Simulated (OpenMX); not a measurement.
Crystal: Ca.

```xyz
1
Lattice="0.0000 2.7942 2.7942 2.7942 0.0000 2.7942 2.7942 2.7942 0.0000" Properties=species:S:1:pos:R:3 pbc="T T T"
Ca    0.0000    0.0000    0.0000
```

Base run:

- Program: OpenMX 3.8.5
- Functional: PBE
- Potentials or basis: OpenMX 2013 PBE set, Ca9.0-s3p2d2, grid cutoff 300 Ry
- k mesh: 7 × 7 × 7
- Occupations: fermi-dirac, width 0.05 eV
- Spin: no spin polarisation

Its results: pressure -0.3 GPa.

The run is repeated on the same cell with these changes: potentials or basis from OpenMX 2013 PBE set, Ca9.0-s3p2d2, grid cutoff 300 Ry to OpenMX 2013 PBE set, Ca9.0-s3p2, grid cutoff 300 Ry. What comes out?

Pressure 4.3 GPa.

Caveats: the basis of atomic orbitals isn't converged, which shifts pressures, moduli and gaps.
